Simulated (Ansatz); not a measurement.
# Silicon, bcc under BLYP: structure, energy and stiffness

Aim: take silicon in the bcc structure, relax it, solve it on a dense k-mesh, then scale the cell to 7 volumes from 88 to 112 % of the relaxed one and try a fit of the equation of state. Spin polarisation is left out. The k-meshes are 14×14×14 for the relaxation; 23×23×23 for the dense run; 16×16×16 for the volumes.

This is Si in the bcc structure; at room conditions it is diamond.

Method: DFT BLYP, plane waves (420 eV) with PAW, scalar-relativistic; the PAW data stem from PBE, with regenerated cores, in Ansatz 0.2.0.

### Step 1. Starting point

It takes space group Im-3m (No. 229, cubic). The conventional cell has a = 3.108 Å, b = 3.108 Å, c = 3.108 Å, α = 90.00°, β = 90.00°, γ = 90.00°. Si (site symmetry m-3m) has 8 Si at 2.69 Å as nearest neighbours.

Coordinates:

```
CELL_PARAMETERS angstrom
-1.55415 1.55415 1.55415
1.55415 -1.55415 1.55415
1.55415 1.55415 -1.55415
ATOMIC_POSITIONS crystal
Si 0.00000 0.00000 0.00000
```

### Step 2. Geometry optimisation

Input file input.yaml:

```yaml
crystal:
  lattice:
    - [-1.5541499093, 1.5541499093, 1.5541499093]
    - [1.5541499093, -1.5541499093, 1.5541499093]
    - [1.5541499093, 1.5541499093, -1.5541499093]
  atoms:
    - { symbol: Si, position: [0.0, 0.0, 0.0] }
hamiltonian:
  xc: blyp
  pseudopotentials:
    kind: paw
    azcp:
      Si: "pseudopotentials/Si.paw.azcp"
basis:
  ecutwfc: 420
  fft_grid_basis: typed
kpoints:
  mp_grid: { grid: [14, 14, 14], shift: [0, 0, 0] }
magnetization:
  spin_polarized: false
scf:
  occupations: { method: fermi_dirac, width: 0.1 }
relax:
  max_steps: 60
  f_tol: 0.01
  cell: {}
```

Further steps of the session: Dense single point; Equation of state: 88 %; Equation of state: 92 %; Equation of state: 96 %; Equation of state: 100 %; Equation of state: 104 %; Equation of state: 108 %; Equation of state: 112 %.

**Question.** What will these runs give? Wanted: space group; conventional cell; volume; shortest distance; gap on the mesh; relative to diamond; highest ELF outside the cores; V₀, B₀, B₀′.

The runs gave:

| quantity | value |
| --- | --- |
| space group (spins left aside) | Im-3m (No. 229) |
| conventional cell | a = 3.204 Å |
| volume | 16.442 Å³/atom |
| shortest distance | 2.775 Å |
| gap on the mesh | none (levels filled in part) |
| relative to diamond | +937 meV/atom |
| highest ELF outside the cores | 0.76, 0.94 Å from the nearest atom |
| V₀, B₀, B₀′ | 16.374 Å³/atom, 61 GPa, 4.8 |

In words: The relaxation enlarged the cell by 9.5 % in volume. It lies 937 meV/atom above the element's reference form at the same level (diamond, from a run of its own). Levels at the Fermi energy are filled in part, as in a metal. B₀ comes out at 61 GPa. Relaxation kept the symmetry; phonons were not checked.
